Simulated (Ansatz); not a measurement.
Ga (fcc): energy against volume

The calculation used DFT, LDA (PW92), plane waves (420 eV) with PAW, scalar-relativistic in Ansatz 0.2.0. The PAW files were generated under PBE, with cores re-solved for the functional.

The cell is scaled uniformly from the relaxed one, with fractional coordinates and shape fixed. Energies are extrapolated to zero smearing, pressures are those at the given smearing. Magnetic state: spin not included.

A Birch-Murnaghan fit gives V₀ = 17.05 Å³/atom, B₀ = 67 GPa, B₀′ = 5.1.

(1) What are the energy above the minimum and the pressure at 16.498 Å³/atom?

(2) What are the energy above the minimum and the pressure at 17.873 Å³/atom?

(3) What are the energy above the minimum and the pressure at 18.561 Å³/atom?

Results:

(1) 3.9 meV/atom and 2.49 GPa as computed.

(2) 7.6 meV/atom and -2.68 GPa as computed.

(3) 23.7 meV/atom and -4.45 GPa as computed.
